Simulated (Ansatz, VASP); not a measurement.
One calculation of SiC, two programs

```xyz
4
Lattice="3.0072 0.0000 0.0000 -1.5036 2.6043 0.0000 0.0000 0.0000 4.9347" Properties=species:S:1:pos:R:3 pbc="T T T"
Si    0.0000    1.7362    0.0230
Si    1.5036    0.8681    2.4903
C     0.0000    1.7362    1.8769
C     1.5036    0.8681    4.3443
```

Alike in both runs: functional PBE; k mesh 12 × 12 × 6; occupations gaussian, width 0.05 eV; no spin polarisation.

Ansatz relaxed the structure, and its values are those at the end. VASP's run is a single point on that final structure, the one shown.

|  | VASP | Ansatz |
| --- | --- | --- |
| version | VASP 6.6.1 | Ansatz 0.2.0 |
| potentials or method | VASP PAW PBE potentials, release 64 (Si, C) | scalar-relativistic, plane waves, PAW |
| plane-wave cutoff (eV) | 520 | 520 |
| valence electrons in the cell | 16 | 16 |

Ansatz gave:

| Quantity | Value |
| --- | --- |
| gap on the k mesh at the Fermi level (eV) | 2.15 |
| least direct gap on the mesh (eV) | 4.11 |
| pressure (GPa) | 21.0 |

Estimate VASP's values.

gap on the k mesh at the Fermi level (eV): 2.15; least direct gap on the mesh (eV): 4.10; pressure (GPa): 20.9.

Ansatz warned: «stress_scf_threshold_loose».

Caveats: so large a pressure means that the cell lies far from this level's equilibrium, or that cutoff or potentials fall short (VASP). A k mesh can miss the band edges.
